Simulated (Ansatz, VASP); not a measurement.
**Two plane-wave programs on SrTiO3**

```
CELL_PARAMETERS angstrom
3.86584 0.00000 0.00000
0.00000 3.86584 0.00000
0.00000 0.00000 3.86584
ATOMIC_POSITIONS crystal
Sr 0.50000 0.50000 0.50000
Ti 0.00000 0.00000 0.00000
O 0.50000 0.00000 0.00000
O 0.00000 0.50000 0.00000
O 0.00000 0.00000 0.50000
```

Alike in both runs: task single point; functional r2SCAN; k mesh 7 × 7 × 7; no spin polarisation.

|  | VASP | Ansatz |
| --- | --- | --- |
| version | VASP 6.6.1 | Ansatz 0.2.0 |
| potentials or method | VASP PAW PBE potentials, release 64 (Sr_sv, Ti_sv, O) | PAW plane waves |
| plane-wave cutoff (eV) | 520 | 500 |
| occupations | fermi-dirac, width 0.1 eV | fermi-dirac |
| valence electrons in the cell | 40 | 40 |

Ansatz gave:

| Item | Value |
| --- | --- |
| pressure (GPa) | 6.4 |

Problem. What did VASP give for the same quantities?

Solution. Pressure (GPa): 7.4.

Caveats: the PAW data sets were made with another functional, which shifts forces and pressure a little (VASP). A k mesh can miss the band edges.
